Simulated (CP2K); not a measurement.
Runs of CP2K 2026.2 on Ca. It takes space group Fm-3m (No. 225, cubic). Conventional cell: a = 5.588 Å, b = 5.588 Å, c = 5.588 Å, α = 90.00°, β = 90.00°, γ = 90.00°. Around Ca (site symmetry m-3m) lie 12 Ca at 3.95 Å. 

```csv
task,level,potentials or basis,cell,smearing,EPS_DEFAULT,NGRIDS,basis sets,potentials,points a segment of the path (NPOINTS),gap on the mesh (eV),pressure (GPa)
band structure,LDA,GTH_POTENTIALS Ca GTH-PADE-q10; TZVP-MOLOPT-PBE-GTH basis,as given,fermi-dirac 0.05 eV,1.0E-9,5,Ca TZVP-MOLOPT-PBE-GTH-q10,Ca GTH-PADE-q10 of GTH_POTENTIALS,10,none,-2.1
single point,PBE,POTENTIAL_UZH Ca GTH-PBE-q10; TZVP-MOLOPT-PBE-GTH basis,as given,fermi-dirac 0.05 eV,1.0E-10,5,Ca TZVP-MOLOPT-PBE-GTH-q10,Ca GTH-PBE-q10 of POTENTIAL_UZH,-,none,-0.5
band structure,r2SCAN,POTENTIAL_UZH Ca GTH-SCAN-q10; TZVP-MOLOPT-SCAN-GTH basis,as given,fermi-dirac 0.0259 eV,1.0E-10,4,Ca TZVP-MOLOPT-SCAN-GTH-q10,Ca GTH-SCAN-q10 of POTENTIAL_UZH,10,none,-0.3
atomic charges,r2SCAN+D3(BJ),POTENTIAL_UZH Ca GTH-SCAN-q10; TZVP-MOLOPT-SCAN-GTH basis,cell strained at random at fixed volume,gaussian 0.1 eV,1.0E-10,4,Ca TZVP-MOLOPT-SCAN-GTH-q10,Ca GTH-SCAN-q10 of POTENTIAL_UZH,-,none,(a)
```

Alike in all rows: no spin polarisation; k mesh 8 × 8 × 8.

Problem. Fill in the values left out.

Solution. (a) -0.7.

Caveats: the basis of atomic orbitals isn't converged, which shifts pressures, moduli and gaps; pairwise dispersion overbinds metals, which lowers pressure and volume (some runs).

A k mesh can miss the band edges.

A gap of «none» marks a metal or a gap under the smearing width.

Not every run made on this cell is shown here.
